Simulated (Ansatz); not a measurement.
# AlAs: stiffness from strained cells, part 2 of 3

How stiff is the crystal, and how unevenly? Runs: cell and atoms relaxed (PAW); reference run (PAW and LAPW).

Ansatz 0.2.0; DFT PBEsol. The steps go on from the part before.

### 3 Reference run, PAW

Contents of input.yaml:

```yaml
crystal:
  lattice:
    - [0.0, 2.83733127634, 2.83733127634]
    - [2.83733127634, 0.0, 2.83733127634]
    - [2.83733127634, 2.83733127634, 0.0]
  atoms:
    - { symbol: Al, position: [0.0, 0.0, 0.0] }
    - { symbol: As, position: [0.75, 0.75, 0.75] }
kpoints:
  mp_grid: { grid: [8, 8, 8] }
scf:
  occupations: { method: fixed }
hamiltonian:
  xc: pbesol
  pseudopotentials: { kind: paw }
elastic:
  mode: relaxed_ion
  stencil: four_point
  amplitude: 0.003
```

Command:

```bash
ansatz run input.yaml --threads 1 --pin off --max-ram 2560MiB --backend cpu --events-out ev --progress --plain --runs-dir out
```

Output:

```text
[... 7 set-up lines as earlier in the session ...]
Crystal: 2 atoms, lattice volume = 45.684 Å³
Basis set: ecut = 420 eV, 893 PW (Γ), exchange–correlation on 54×54×54 points (8 copies of the dense FFT grid, shifted against one another)
Bands: 13, of which v1, the nominal top of the filled ones, is band 9 counted from 1 (8 counted from 0)
[... 2 set-up lines as earlier in the session ...]
k-points: 29 of 512 (time reversal used)
[... 10 set-up lines as earlier in the session ...]
SCF iter   1: F=—  HF=-5338.444001 eV  |F-HF|=—  |Δ(HF+E_count)|=         —  Δρ=2.73e-3  dr2=6.04e-3  ethr=1.77e-3  ⟨swp⟩=4.8  Hψ=1950  notcnv=0  defer=49
preconditioner: auto → none  [insulator: Δε(μ)=1.304 eV  Ē_g=9.819 eV  n_scr=14 (ndim 8)  ℏωp=15.5 eV  f_vac=0.006  ε∞_Penn≈3.5]
SCF iter   2: F=—  HF=-5338.442128 eV  |F-HF|=—  |Δ(HF+E_count)|=   1.87e-3  Δρ=1.11e-3  dr2=5.73e-4  ethr=3.36e-5  ⟨swp⟩=2.7  Hψ=784  notcnv=0  defer=52
SCF iter   3: F=—  HF=-5338.442124 eV  |F-HF|=—  |Δ(HF+E_count)|=   4.52e-6  Δρ=3.54e-4  dr2=5.52e-5  ethr=3.18e-6  ⟨swp⟩=3.0  Hψ=553  notcnv=0  defer=52
SCF iter   4: F=—  HF=-5338.442103 eV  |F-HF|=—  |Δ(HF+E_count)|=   2.07e-5  Δρ=8.22e-5  dr2=1.71e-6  ethr=3.07e-7  ⟨swp⟩=2.6  Hψ=579  notcnv=0
SCF iter   5: F=—  HF=-5338.442104 eV  |F-HF|=—  |Δ(HF+E_count)|=   1.50e-6  Δρ=1.05e-5  dr2=2.77e-8  ethr=9.51e-9  ⟨swp⟩=2.0  Hψ=621  notcnv=0
SCF iter   6: F=—  HF=-5338.442104 eV  |F-HF|=—  |Δ(HF+E_count)|=   9.16e-8  Δρ=3.19e-6  dr2=3.03e-9  ethr=1.54e-10  ⟨swp⟩=2.0  Hψ=638  notcnv=0
SCF iter   7: F=—  HF=-5338.442104 eV  |F-HF|=—  |Δ(HF+E_count)|=   1.34e-9  Δρ=6.98e-7  dr2=2.18e-10  ethr=1.68e-11  ⟨swp⟩=2.0  Hψ=638  notcnv=0
SCF iter   8: F=—  HF=-5338.442104 eV  |F-HF|=—  |Δ(HF+E_count)|=  3.22e-10  Δρ=2.18e-7  dr2=1.49e-11  ethr=1.21e-12  ⟨swp⟩=2.0  Hψ=638  notcnv=0
SCF iter   9: F=—  HF=-5338.442104 eV  |F-HF|=—  |Δ(HF+E_count)|=  2.73e-11  Δρ=2.85e-8  dr2=1.94e-13  ethr=8.26e-14 (applied; sched 1.00e-12)  ⟨swp⟩=2.0  Hψ=638  notcnv=0
SCF iter  10: F=-5338.442104 eV  HF=-5338.442104 eV  |F-HF|=0.00e0  |Δ(HF+E_count)|=  1.82e-12  Δρ=9.33e-10  dr2=2.42e-16  ethr=1.00e-12  ⟨swp⟩=5.3  Hψ=1794  notcnv=0
SCF 1 converged in 10 iterations: F = -5338.442104 eV  dr2 = 2.42e-16
Crystal: 2 atoms, lattice volume = 45.409 Å³
Symmetry: 8 space group operations
k-points: 59 of 512 (time reversal used)
[... 2 set-up lines as earlier in the session ...]
iter 1 solved again at ethr=4.20e-7 eV; its pass at ethr=3.10e-3 eV (dr2=7.55e-5 eV) is discarded
SCF iter   1: F=—  HF=-5338.441599 eV  |F-HF|=—  |Δ(HF+E_count)|=         —  Δρ=3.68e-4  dr2=8.03e-5  ethr=4.20e-7  ⟨swp⟩=2.0  Hψ=4551  notcnv=0  defer=113
preconditioner: auto → none  [insulator: Δε(μ)=1.299 eV  Ē_g=9.869 eV  n_scr=14 (ndim 8)  ℏωp=15.6 eV  f_vac=0.001  ε∞_Penn≈3.5]
SCF iter   2: F=—  HF=-5338.441554 eV  |F-HF|=—  |Δ(HF+E_count)|=   4.48e-5  Δρ=1.65e-4  dr2=1.19e-5  ethr=4.20e-7  ⟨swp⟩=2.1  Hψ=988  notcnv=0  defer=19
SCF iter   3: F=—  HF=-5338.441553 eV  |F-HF|=—  |Δ(HF+E_count)|=   1.02e-6  Δρ=3.83e-5  dr2=9.70e-7  ethr=6.62e-8  ⟨swp⟩=2.7  Hψ=1311  notcnv=0
SCF iter   4: F=—  HF=-5338.441553 eV  |F-HF|=—  |Δ(HF+E_count)|=   3.73e-7  Δρ=1.14e-5  dr2=3.53e-8  ethr=5.39e-9  ⟨swp⟩=2.0  Hψ=1298  notcnv=0
SCF iter   5: F=—  HF=-5338.441553 eV  |F-HF|=—  |Δ(HF+E_count)|=   1.12e-8  Δρ=1.03e-6  dr2=3.43e-10  ethr=1.96e-10  ⟨swp⟩=2.2  Hψ=909  notcnv=0
SCF iter   6: F=—  HF=-5338.441553 eV  |F-HF|=—  |Δ(HF+E_count)|=  1.41e-10  Δρ=1.52e-7  dr2=6.21e-12  ethr=1.90e-12  ⟨swp⟩=3.0  Hψ=1296  notcnv=0
SCF iter   7: F=—  HF=-5338.441553 eV  |F-HF|=—  |Δ(HF+E_count)|=  6.37e-12  Δρ=1.14e-8  dr2=4.65e-14  ethr=1.00e-12  ⟨swp⟩=3.0  Hψ=3107  notcnv=0
SCF iter   8: F=-5338.441553 eV  HF=-5338.441553 eV  |F-HF|=0.00e0  |Δ(HF+E_count)|=    0.00e0  Δρ=1.94e-9  dr2=1.66e-15  ethr=1.00e-12  ⟨swp⟩=4.0  Hψ=2323  notcnv=0
SCF 2 converged in 8 iterations: F = -5338.441553 eV  dr2 = 1.66e-15
Crystal: 2 atoms, lattice volume = 45.958 Å³
iter 1 solved again at ethr=7.51e-11 eV; its pass at ethr=3.10e-3 eV (dr2=1.35e-8 eV) is discarded
SCF iter   1: F=—  HF=-5338.441581 eV  |F-HF|=—  |Δ(HF+E_count)|=         —  Δρ=1.05e-5  dr2=1.53e-8  ethr=7.51e-11  ⟨swp⟩=2.4  Hψ=4453  notcnv=0  defer=62
preconditioner: auto → none  [insulator: Δε(μ)=1.334 eV  Ē_g=9.805 eV  n_scr=14 (ndim 8)  ℏωp=15.5 eV  f_vac=0.002  ε∞_Penn≈3.5]
SCF iter   2: F=—  HF=-5338.441552 eV  |F-HF|=—  |Δ(HF+E_count)|=   2.90e-5  Δρ=5.27e-6  dr2=3.50e-9  ethr=7.51e-11  ⟨swp⟩=2.0  Hψ=1003  notcnv=0  defer=62
SCF iter   3: F=—  HF=-5338.441552 eV  |F-HF|=—  |Δ(HF+E_count)|=   6.37e-8  Δρ=5.55e-7  dr2=2.07e-10  ethr=1.95e-11  ⟨swp⟩=2.2  Hψ=945  notcnv=0  defer=62
SCF iter   4: F=—  HF=-5338.441552 eV  |F-HF|=—  |Δ(HF+E_count)|=  2.82e-11  Δρ=1.57e-7  dr2=4.41e-12  ethr=1.15e-12  ⟨swp⟩=2.0  Hψ=1296  notcnv=0  defer=62
SCF iter   5: F=—  HF=-5338.441552 eV  |F-HF|=—  |Δ(HF+E_count)|=  1.82e-11  Δρ=4.65e-8  dr2=3.35e-13  ethr=2.45e-14 (applied; sched 1.00e-12)  ⟨swp⟩=2.0  Hψ=1281  notcnv=0  defer=62
SCF iter   6: F=-5338.441552 eV  HF=-5338.441552 eV  |F-HF|=1.82e-12  |Δ(HF+E_count)|=  1.82e-12  Δρ=1.04e-8  dr2=1.86e-14  ethr=1.00e-12  ⟨swp⟩=4.0  Hψ=2314  notcnv=0
SCF 3 converged in 6 iterations: F = -5338.441552 eV  dr2 = 1.86e-14
Crystal: 2 atoms, lattice volume = 45.821 Å³
SCF iter   1: F=—  HF=-5338.441966 eV  |F-HF|=—  |Δ(HF+E_count)|=         —  Δρ=3.71e-6  dr2=1.34e-10  ethr=1.00e-12  ⟨swp⟩=6.4  Hψ=4806  notcnv=0  defer=94
preconditioner: auto → none  [insulator: Δε(μ)=1.338 eV  Ē_g=9.821 eV  n_scr=14 (ndim 8)  ℏωp=15.5 eV  f_vac=0.002  ε∞_Penn≈3.5]
SCF iter   2: F=—  HF=-5338.441966 eV  |F-HF|=—  |Δ(HF+E_count)|=   3.16e-8  Δρ=1.86e-6  dr2=3.34e-11  ethr=7.42e-13 (applied; sched 1.00e-12)  ⟨swp⟩=1.0  Hψ=1239  notcnv=0  defer=94
SCF iter   3: F=-5338.441966 eV  HF=-5338.441966 eV  |F-HF|=1.82e-12  |Δ(HF+E_count)|=   1.05e-8  Δρ=9.17e-9  dr2=7.05e-14  ethr=1.00e-12  ⟨swp⟩=3.7  Hψ=2683  notcnv=0
SCF 4 converged in 3 iterations: F = -5338.441966 eV  dr2 = 7.05e-14
Crystal: 2 atoms, lattice volume = 45.547 Å³
SCF iter   1: F=—  HF=-5338.441970 eV  |F-HF|=—  |Δ(HF+E_count)|=         —  Δρ=1.17e-6  dr2=1.78e-11  ethr=1.00e-12  ⟨swp⟩=6.4  Hψ=4766  notcnv=0  defer=89
preconditioner: auto → none  [insulator: Δε(μ)=1.319 eV  Ē_g=9.853 eV  n_scr=14 (ndim 8)  ℏωp=15.6 eV  f_vac=0.001  ε∞_Penn≈3.5]
SCF iter   2: F=—  HF=-5338.441970 eV  |F-HF|=—  |Δ(HF+E_count)|=   2.84e-9  Δρ=5.86e-7  dr2=5.28e-12  ethr=9.89e-14 (applied; sched 1.00e-12)  ⟨swp⟩=2.1  Hψ=1550  notcnv=0  defer=89
SCF iter   3: F=—  HF=-5338.441970 eV  |F-HF|=—  |Δ(HF+E_count)|=  8.96e-10  Δρ=1.40e-7  dr2=4.52e-13  ethr=2.93e-14 (applied; sched 1.00e-12)  ⟨swp⟩=2.0  Hψ=1002  notcnv=0  defer=89
SCF iter   4: F=-5338.441970 eV  HF=-5338.441970 eV  |F-HF|=3.64e-12  |Δ(HF+E_count)|=  5.18e-11  Δρ=1.52e-8  dr2=7.30e-15  ethr=1.00e-12  ⟨swp⟩=4.0  Hψ=2334  notcnv=0
SCF 5 converged in 4 iterations: F = -5338.441970 eV  dr2 = 7.30e-15
Crystal: 2 atoms, lattice volume = 45.683 Å³
Symmetry: 4 space group operations
k-points: 95 of 512 (time reversal used)
[... 1 set-up line as earlier in the session ...]
iter 1 solved again at ethr=3.67e-5 eV; its pass at ethr=3.10e-3 eV (dr2=6.61e-3 eV) is discarded
SCF iter   1: F=—  HF=-5338.444545 eV  |F-HF|=—  |Δ(HF+E_count)|=         —  Δρ=5.58e-3  dr2=6.63e-3  ethr=3.67e-5  ⟨swp⟩=1.9  Hψ=8452  notcnv=0  defer=175
preconditioner: auto → none  [insulator: Δε(μ)=1.315 eV  Ē_g=9.836 eV  n_scr=14 (ndim 8)  ℏωp=15.5 eV  f_vac=0.001  ε∞_Penn≈3.5]
SCF iter   2: F=—  HF=-5338.441968 eV  |F-HF|=—  |Δ(HF+E_count)|=   2.58e-3  Δρ=2.34e-3  dr2=8.04e-4  ethr=3.67e-5  ⟨swp⟩=2.1  Hψ=1805  notcnv=0  defer=190
SCF iter   3: F=—  HF=-5338.441740 eV  |F-HF|=—  |Δ(HF+E_count)|=   2.29e-4  Δρ=2.88e-4  dr2=7.79e-6  ethr=4.47e-6  ⟨swp⟩=2.0  Hψ=1805  notcnv=0  defer=190
SCF iter   4: F=—  HF=-5338.441721 eV  |F-HF|=—  |Δ(HF+E_count)|=   1.84e-5  Δρ=3.18e-5  dr2=3.15e-7  ethr=4.33e-8  ⟨swp⟩=2.3  Hψ=2055  notcnv=0
SCF iter   5: F=—  HF=-5338.441722 eV  |F-HF|=—  |Δ(HF+E_count)|=   3.94e-7  Δρ=6.32e-6  dr2=1.26e-8  ethr=1.75e-9  ⟨swp⟩=3.0  Hψ=2090  notcnv=0
SCF iter   6: F=—  HF=-5338.441722 eV  |F-HF|=—  |Δ(HF+E_count)|=   3.03e-8  Δρ=8.56e-7  dr2=3.03e-10  ethr=7.00e-11  ⟨swp⟩=3.0  Hψ=2099  notcnv=0
SCF iter   7: F=—  HF=-5338.441722 eV  |F-HF|=—  |Δ(HF+E_count)|=  9.73e-11  Δρ=4.03e-7  dr2=1.30e-10  ethr=1.68e-12  ⟨swp⟩=2.0  Hψ=2090  notcnv=0
SCF iter   8: F=—  HF=-5338.441722 eV  |F-HF|=—  |Δ(HF+E_count)|=  7.73e-11  Δρ=4.26e-8  dr2=8.61e-13  ethr=7.23e-13 (applied; sched 1.00e-12)  ⟨swp⟩=2.0  Hψ=2090  notcnv=0
SCF iter   9: F=-5338.441722 eV  HF=-5338.441722 eV  |F-HF|=1.82e-12  |Δ(HF+E_count)|=  9.09e-13  Δρ=4.86e-9  dr2=7.42e-15  ethr=1.00e-12  ⟨swp⟩=4.2  Hψ=3910  notcnv=0
SCF 6 converged in 9 iterations: F = -5338.441722 eV  dr2 = 7.42e-15
relax step   1: F+E_penalty+E_count = -5338.44172153 eV  Δ(F+E_penalty+E_count) = +0.000e0 eV  max|allowed force component| = 4.686e-2 eV/Å  Δτ_max = 0.0000 Å  (9 SCF iters, accepted)
iter 1 solved again at ethr=3.66e-8 eV; its pass at ethr=3.10e-3 eV (dr2=6.58e-6 eV) is discarded
SCF iter   1: F=—  HF=-5338.441867 eV  |F-HF|=—  |Δ(HF+E_count)|=         —  Δρ=1.47e-4  dr2=6.99e-6  ethr=3.66e-8  ⟨swp⟩=2.0  Hψ=6691  notcnv=0  defer=170
preconditioner: auto → none  [insulator: Δε(μ)=1.318 eV  Ē_g=9.836 eV  n_scr=14 (ndim 8)  ℏωp=15.5 eV  f_vac=0.002  ε∞_Penn≈3.5]
SCF iter   2: F=—  HF=-5338.441837 eV  |F-HF|=—  |Δ(HF+E_count)|=   2.99e-5  Δρ=6.92e-5  dr2=1.16e-6  ethr=3.66e-8  ⟨swp⟩=1.1  Hψ=1257  notcnv=0
SCF iter   3: F=—  HF=-5338.441837 eV  |F-HF|=—  |Δ(HF+E_count)|=   1.93e-7  Δρ=1.01e-5  dr2=2.39e-8  ethr=6.44e-9  ⟨swp⟩=1.0  Hψ=1235  notcnv=0
SCF iter   4: F=—  HF=-5338.441837 eV  |F-HF|=—  |Δ(HF+E_count)|=   5.03e-9  Δρ=1.38e-6  dr2=5.21e-10  ethr=1.33e-10  ⟨swp⟩=2.0  Hψ=1539  notcnv=0
SCF iter   5: F=—  HF=-5338.441837 eV  |F-HF|=—  |Δ(HF+E_count)|=  2.27e-11  Δρ=3.41e-7  dr2=7.74e-11  ethr=2.89e-12  ⟨swp⟩=2.0  Hψ=1607  notcnv=0
SCF iter   6: F=—  HF=-5338.441837 eV  |F-HF|=—  |Δ(HF+E_count)|=  2.46e-11  Δρ=1.26e-7  dr2=1.02e-11  ethr=4.30e-13 (applied; sched 1.00e-12)  ⟨swp⟩=3.0  Hψ=2094  notcnv=0
SCF iter   7: F=-5338.441837 eV  HF=-5338.441837 eV  |F-HF|=9.09e-13  |Δ(HF+E_count)|=  3.64e-12  Δρ=1.32e-8  dr2=7.28e-14  ethr=1.00e-12  ⟨swp⟩=3.1  Hψ=4871  notcnv=0
SCF 7 converged in 7 iterations: F = -5338.441837 eV  dr2 = 7.28e-14
relax step   2: F+E_penalty+E_count = -5338.44183736 eV  Δ(F+E_penalty+E_count) = -1.158e-4 eV  max|allowed force component| = 9.459e-3 eV/Å  Δτ_max = 0.0021 Å  (7 SCF iters, accepted)
SCF iter   1: F=—  HF=-5338.441871 eV  |F-HF|=—  |Δ(HF+E_count)|=         —  Δρ=3.72e-5  dr2=4.43e-7  ethr=2.48e-8  ⟨swp⟩=4.0  Hψ=4844  notcnv=0  defer=190
preconditioner: auto → none  [insulator: Δε(μ)=1.315 eV  Ē_g=9.836 eV  n_scr=14 (ndim 8)  ℏωp=15.5 eV  f_vac=0.002  ε∞_Penn≈3.5]
SCF iter   2: F=—  HF=-5338.441842 eV  |F-HF|=—  |Δ(HF+E_count)|=   2.91e-5  Δρ=1.75e-5  dr2=7.35e-8  ethr=2.46e-9  ⟨swp⟩=1.0  Hψ=1995  notcnv=0
SCF iter   3: F=—  HF=-5338.441842 eV  |F-HF|=—  |Δ(HF+E_count)|=  2.20e-10  Δρ=2.57e-6  dr2=1.73e-9  ethr=4.08e-10  ⟨swp⟩=1.0  Hψ=1235  notcnv=0
SCF iter   4: F=—  HF=-5338.441842 eV  |F-HF|=—  |Δ(HF+E_count)|=  1.22e-10  Δρ=3.19e-7  dr2=2.80e-11  ethr=9.63e-12  ⟨swp⟩=2.0  Hψ=1529  notcnv=0
SCF iter   5: F=—  HF=-5338.441842 eV  |F-HF|=—  |Δ(HF+E_count)|=  1.82e-12  Δρ=9.91e-8  dr2=4.43e-12  ethr=1.56e-13 (applied; sched 1.00e-12)  ⟨swp⟩=2.0  Hψ=2090  notcnv=0
[... 58 lines left out ...]
SCF 13 converged in 9 iterations: F = -5338.442008 eV  dr2 = 9.92e-15
relax step   1: F+E_penalty+E_count = -5338.44200836 eV  Δ(F+E_penalty+E_count) = +0.000e0 eV  max|allowed force component| = 2.343e-2 eV/Å  Δτ_max = 0.0000 Å  (9 SCF iters, accepted)
[... 9 lines left out ...]
relax step   2: F+E_penalty+E_count = -5338.44203854 eV  Δ(F+E_penalty+E_count) = -3.018e-5 eV  max|allowed force component| = 2.138e-9 eV/Å  Δτ_max = 0.0013 Å  (7 SCF iters, accepted)
[... 21 lines left out ...]
relax step   1: F+E_penalty+E_count = -5338.44172153 eV  Δ(F+E_penalty+E_count) = +0.000e0 eV  max|allowed force component| = 4.686e-2 eV/Å  Δτ_max = 0.0000 Å  (9 SCF iters, accepted)
iter 1 solved again at ethr=5.74e-8 eV; its pass at ethr=3.10e-3 eV (dr2=1.03e-5 eV) is discarded
SCF iter   1: F=—  HF=-5338.441873 eV  |F-HF|=—  |Δ(HF+E_count)|=         —  Δρ=1.85e-4  dr2=1.10e-5  ethr=5.74e-8  ⟨swp⟩=2.0  Hψ=6714  notcnv=0  defer=188
SCF iter   2: F=—  HF=-5338.441843 eV  |F-HF|=—  |Δ(HF+E_count)|=   3.04e-5  Δρ=8.68e-5  dr2=1.82e-6  ethr=5.74e-8  ⟨swp⟩=1.1  Hψ=1253  notcnv=0
SCF iter   3: F=—  HF=-5338.441842 eV  |F-HF|=—  |Δ(HF+E_count)|=   3.54e-7  Δρ=1.26e-5  dr2=3.74e-8  ethr=1.01e-8  ⟨swp⟩=1.0  Hψ=1235  notcnv=0
SCF iter   4: F=—  HF=-5338.441842 eV  |F-HF|=—  |Δ(HF+E_count)|=   7.99e-9  Δρ=1.74e-6  dr2=8.23e-10  ethr=2.08e-10  ⟨swp⟩=2.0  Hψ=1539  notcnv=0
SCF iter   5: F=—  HF=-5338.441842 eV  |F-HF|=—  |Δ(HF+E_count)|=  2.91e-11  Δρ=4.23e-7  dr2=1.17e-10  ethr=4.57e-12  ⟨swp⟩=2.0  Hψ=1606  notcnv=0
SCF iter   6: F=—  HF=-5338.441842 eV  |F-HF|=—  |Δ(HF+E_count)|=  4.00e-11  Δρ=1.54e-7  dr2=1.53e-11  ethr=6.52e-13 (applied; sched 1.00e-12)  ⟨swp⟩=3.0  Hψ=2102  notcnv=0
SCF iter   7: F=—  HF=-5338.441842 eV  |F-HF|=—  |Δ(HF+E_count)|=  4.55e-12  Δρ=1.72e-8  dr2=1.33e-13  ethr=8.50e-14 (applied; sched 1.00e-12)  ⟨swp⟩=2.0  Hψ=1535  notcnv=0
SCF iter   8: F=-5338.441842 eV  HF=-5338.441842 eV  |F-HF|=9.09e-13  |Δ(HF+E_count)|=    0.00e0  Δρ=3.88e-9  dr2=5.43e-15  ethr=1.00e-12  ⟨swp⟩=4.0  Hψ=3743  notcnv=0
SCF 17 converged in 8 iterations: F = -5338.441842 eV  dr2 = 5.43e-15
relax step   2: F+E_penalty+E_count = -5338.44184228 eV  Δ(F+E_penalty+E_count) = -1.208e-4 eV  max|allowed force component| = 3.105e-6 eV/Å  Δτ_max = 0.0026 Å  (8 SCF iters, accepted)
iter 1 solved again at ethr=1.00e-12 eV; its pass at ethr=3.10e-3 eV (dr2=5.62e-11 eV) is discarded
SCF iter   1: F=—  HF=-5338.441871 eV  |F-HF|=—  |Δ(HF+E_count)|=         —  Δρ=5.95e-7  dr2=5.87e-11  ethr=1.00e-12  ⟨swp⟩=2.0  Hψ=6643  notcnv=0
SCF iter   2: F=—  HF=-5338.441842 eV  |F-HF|=—  |Δ(HF+E_count)|=   2.90e-5  Δρ=3.21e-7  dr2=3.17e-11  ethr=3.26e-13 (applied; sched 1.00e-12)  ⟨swp⟩=3.0  Hψ=2470  notcnv=0
SCF iter   3: F=—  HF=-5338.441842 eV  |F-HF|=—  |Δ(HF+E_count)|=  3.64e-12  Δρ=2.06e-7  dr2=8.52e-12  ethr=1.76e-13 (applied; sched 1.00e-12)  ⟨swp⟩=1.0  Hψ=1245  notcnv=0
SCF iter   4: F=—  HF=-5338.441842 eV  |F-HF|=—  |Δ(HF+E_count)|=    0.00e0  Δρ=1.42e-7  dr2=3.45e-12  ethr=4.73e-14 (applied; sched 1.00e-12)  ⟨swp⟩=1.0  Hψ=1235  notcnv=0
SCF iter   5: F=—  HF=-5338.441842 eV  |F-HF|=—  |Δ(HF+E_count)|=    0.00e0  Δρ=1.11e-7  dr2=2.02e-12  ethr=1.92e-14 (applied; sched 1.00e-12)  ⟨swp⟩=1.0  Hψ=1235  notcnv=0
SCF iter   6: F=—  HF=-5338.441842 eV  |F-HF|=—  |Δ(HF+E_count)|=  1.82e-12  Δρ=7.46e-8  dr2=9.36e-13  ethr=1.12e-14 (applied; sched 1.00e-12)  ⟨swp⟩=1.0  Hψ=1235  notcnv=0
SCF iter   7: F=—  HF=-5338.441842 eV  |F-HF|=—  |Δ(HF+E_count)|=  9.09e-13  Δρ=3.97e-8  dr2=2.61e-13  ethr=5.20e-15 (applied; sched 1.00e-12)  ⟨swp⟩=1.0  Hψ=1235  notcnv=0
SCF iter   8: F=-5338.441842 eV  HF=-5338.441842 eV  |F-HF|=9.09e-13  |Δ(HF+E_count)|=    0.00e0  Δρ=1.66e-8  dr2=4.47e-14  ethr=1.00e-12  ⟨swp⟩=3.0  Hψ=3517  notcnv=0
SCF 18 converged in 8 iterations: F = -5338.441842 eV  dr2 = 4.47e-14
SCF converged after 10 iterations
Free energy (F): -5338.442104 eV
Harris-Foulkes:  -5338.442104 eV  (|F-HF|=0.00e0)
Internal energy: -5338.442104 eV  (E = F + TS)
E sigma→0 (E₀):  -5338.442104 eV
Fermi energy:    6.193031 eV
--- Per-component energies (eV) ---
  E_band       = -269.808456
  E_kinetic    = 126.532355
  E_local      = -2121.662871  (includes V_loc(G=0)·N_el)
  E_nonlocal   = -657.652300
  E_hartree    = 1132.310907
  E_xc         = -117.929138
  E_vxc        = -108.267954  (∫ρ·V_xc dr)
  E_paw        = -2248.248233  (= ΣΔE_a)
  E_vpaw       = 226.620497  (= ΣTr[D̂ρ^β])
  E_aug_tail   = 0.000005  (compensation charges beyond the density's cutoff)
  E_ewald      = -1452.778396
  E_core_change = 0.985568  (= ΣΔE_core)
  E_smearing   = -0.000000  (= −TS)
  E_closure    = -0.000000  (closes the sum)
  Σ components = -5338.442104   (vs F -5338.442104, Δ=0.00e0)
--- Forces (eV/Å), atoms counted from 1 ---
  atom   1  Al    -0.00000000     0.00000000     0.00000000
  atom   2  As     0.00000000     0.00000000    -0.00000000
  max |Σ_I F_I| component: 1.71e-16 eV/Å
--- Stress (GPa, compression-positive) ---
        0.000392       0.000000      -0.000000
       -0.000000       0.000392       0.000000
       -0.000000       0.000000       0.000392
  P = ⅓ Tr σ = 0.0004 GPa (0.004 kbar)
--- Band table (eV; the first three rows and the last of 29) ---
  k-point 0: bands = ["-28.2113", "-28.2113", "-28.2113", "-28.2006", "-28.2006", "-5.6536", "6.1930", "6.1930", "6.1930", "8.0983", "10.4545", "10.4545", "10.4545"]
  k-point 1: bands = ["-28.2113", "-28.2112", "-28.2112", "-28.2006", "-28.2006", "-5.5020", "4.7503", "6.0333", "6.0333", "8.8778", "10.7342", "10.7342", "10.8262"]
  k-point 2: bands = ["-28.2111", "-28.2108", "-28.2108", "-28.2006", "-28.2006", "-5.0817", "2.8015", "5.7183", "5.7183", "8.7193", "11.0691", "11.0691", "12.5256"]
  k-point 28: bands = ["-28.2110", "-28.2106", "-28.2095", "-28.2008", "-28.2001", "-3.6777", "1.1338", "3.0147", "3.3689", "10.4261", "11.7782", "11.8176", "12.1686"]
--- Elastic constants: 2 strain directions × 4 members + reference (group order 24) ---
  dense FFT box of the reference and of every strained cell: 27×27×27
  strains applied: 11, 23; error gains: componentwise 1.00 (the most a stress slope's error grows in a printed constant), spectral 1.73 (1 for all six strains in a standard setting)
  C = ∂σ_k/∂η_j (tension-positive GPa; Voigt order 11 22 33 23 13 12):
       107.989     54.388     54.388     -0.000     -0.000     -0.000
        54.388    107.989     54.388     -0.000      0.000      0.000
        54.388     54.388    107.989     -0.000      0.000      0.000
        -0.000      0.000      0.000     51.471     -0.000     -0.000
        -0.000     -0.000      0.000      0.000     51.471     -0.000
         0.000     -0.000     -0.000      0.000     -0.000     51.471
  reference stress σ⁰ (GPa):     -0.000     -0.000     -0.000     -0.000      0.000     -0.000
  C* (energy form; C + prestress term) asymmetry max|C*_kj − C*_jk| = 7.105e-15 GPa — a small one proves nothing (zero by symmetry where the batch's group is 432, −43m or m−3m); a large one is finite-difference/SCF noise where every solve meets its electron count
  moduli (Voigt/Reuss/Hill, GPa): K = 72.26/72.26/72.26   G = 41.60/37.62/39.61   E = 100.47   ν = 0.268
  mechanically stable: yes (min eigenvalue of sym C = 51.47 GPa)
  strain η (Voigt 11):  stress-route row diagonal C_11 = 107.99 GPa, energy-path curvature d²(F+E_count+ΔE)/dδ²/Ω₀ = 108.01 GPa
    cells at ±δ against ±2δ: C21 54.39 and 54.40 GPa, apart by 0.01 % of the column's largest entry
         δ    σ_11 (GPa)             F (eV)   n_scf  n_hpsi   n_pw
    -6.000e-3      -0.6509       -5338.4415529       8   16332    907   relax 0 steps, max|allowed force component| 2.95e-17 eV/Å
    -3.000e-3      -0.3250       -5338.4419699       4   10193    909   relax 0 steps, max|allowed force component| 1.11e-16 eV/Å
     3.000e-3       0.3229       -5338.4419656       3    9274    926   relax 0 steps, max|allowed force component| 9.67e-17 eV/Å
     6.000e-3       0.6448       -5338.4415521       6   11835    926   relax 0 steps, max|allowed force component| 1.11e-16 eV/Å
  strain η (Voigt 23):  stress-route row diagonal C_44 = 51.47 GPa, energy-path curvature d²(F+E_count+ΔE)/dδ²/Ω₀ = 51.49 GPa
    cells at ±δ against ±2δ: C44 51.47 and 51.48 GPa, apart by 0.02 % of the column's largest entry
         δ    σ_23 (GPa)             F (eV)   n_scf  n_hpsi   n_pw
    -6.000e-3      -0.3089       -5338.4418423       8   19312    913   relax 3 steps, max|allowed force component| 5.94e-7 eV/Å
    -3.000e-3      -0.1544       -5338.4420385       7   18809    913   relax 2 steps, max|allowed force component| 3.75e-7 eV/Å
     3.000e-3       0.1544       -5338.4420385       8   19081    913   relax 2 steps, max|allowed force component| 2.14e-9 eV/Å
     6.000e-3       0.3089       -5338.4418423       8   19681    913   relax 2 steps, max|allowed force component| 3.10e-6 eV/Å
```

It took 36 s on 1 thread of Intel Xeon 6975P-C (Granite Rapids), shared host; peak memory 0.4 GiB.

C in GPa (Voigt order xx, yy, zz, yz, xz, xy):

```
108.0  54.4  54.4   0.0   0.0   0.0
 54.4 108.0  54.4   0.0   0.0   0.0
 54.4  54.4 108.0   0.0   0.0   0.0
  0.0   0.0   0.0  51.5   0.0   0.0
  0.0   0.0   0.0   0.0  51.5   0.0
  0.0   0.0   0.0   0.0   0.0  51.5
```

(Part 2 of 3 ends here.)
